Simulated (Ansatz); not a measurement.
The crystal is Te2Mo (layers cut from the bulk crystal).

The cell holds 9 atoms: 6 Te and 3 Mo. Cell: a = 3.437 Å, b = 3.437 Å, c = 57.100 Å, α = 90.0°, β = 90.0°, γ = 120.0°. It derives from Te2Mo. Regions: layer 1, 3 atoms (2 Te and 1 Mo); layer 2, 3 atoms (2 Te and 1 Mo); layer 3, 3 atoms (2 Te and 1 Mo). Vacuum lies along c.

```xyz
9
Lattice="3.4374 0.0000 0.0000 -1.7187 2.9769 0.0000 0.0000 0.0000 57.1000" Properties=species:S:1:pos:R:3
Te    0.0000    1.9846   20.0686
Mo    1.7187    0.9923   21.8833
Te    0.0000    1.9846   23.7020
Te    1.7187    0.9923   26.7356
Mo    0.0000    1.9846   28.5500
Te    1.7187    0.9923   30.3644
Te    0.0000    1.9846   33.3980
Mo    1.7187    0.9923   35.2167
Te    0.0000    1.9846   37.0314
```

The structure was relaxed with PBEsol-D3(BJ). At the settings of the band run the largest force is still 0.12 eV/Å. The runs that relaxed it are not among those shown. Spin-orbit coupling is left out unless a run names it. PAW set soft_2, made with PBE.

Gaps computed with Ansatz 0.2.0 without a self-energy: PBEsol 0.63 eV, PBEsol+SOC 0.63 eV and r2SCAN 0.77 eV.

**Question.** What gap should G0W0 on PBEsol give (9×9×1 mesh, 1326 empty bands, screening to 100 eV, default PAW files)?

About 0.97 eV: on its mesh the run moves the gap from 0.64 eV by +0.34 eV, and the mesh misses the edges by 0.02 eV. Among the scalar-relativistic levels given, r2SCAN is nearest (−0.20 eV). Bands and cutoff are finite, so the gap is not at the basis limit. The miss can reach some tenths of an eV and take either sign; the mesh is an error of its own. The mesh in the plane is coarse for a sheet; gap and any exciton binding can still move on denser ones. The many-body steps are scalar-relativistic: spin-orbit coupling is not in them.

[Paths, hosts, dates, memory and timing lines, banners, echoed tables and standing remarks are left out of the program output.]

[Logs are printed without paths, hosts, clocks, repeated set-up lines and the standing remarks that a program may print on its own settings, such as how far it seeks lower states.]

[Runs of the session that timed out or met a known fault of the program may be left out.]

[Cells called generated may have been cut or substituted from an entry of the Crystallography Open Database or the Materials Project.]

[Hosts, paths, dates, database ids (printed as entryN), source tags and the programs' standing remarks are cut or masked in the printed files.]
